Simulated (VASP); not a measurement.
Here is a VASP 6.6.1 calculation.

Contents of INCAR:

```
ALGO = Normal
EDIFF = 1E-6
ENCUT = 520
GGA = CA
ISIF = 2
ISMEAR = 0
LASPH = True
LCHARG = True
LELF = True
LREAL = False
LVHAR = True
LWAVE = False
NBANDS = 14
NELM = 60
PREC = Accurate
SIGMA = 0.1
```

KPOINTS

```
k-points
0
Gamma
  18 18 18
```

The input POSCAR:

```
TiH
1.0
    0.0000000000      2.0516219871      2.0516219871
    2.0516219871      0.0000000000      2.0516219871
    2.0516219871      2.0516219871      0.0000000000
Ti H
1 1
Direct
    0.0000000000      0.0000000000      0.0000000000
    0.5000000000      0.5000000000      0.5000000000
```

Potentials or basis: VASP PAW LDA potentials, release 64 (Ti_sv, H).

Command:

```bash
$ cat potpaw_LDA.64/Ti_sv/POTCAR potpaw_LDA.64/H/POTCAR > POTCAR
$ mpirun -np 1 vasp_std > vasp.out
```

Question: What does it give for the pressure?

Answer: 0.1 GPa.

Question: Estimate the band gap on the k mesh.

Answer: None (metal or under the smearing width).
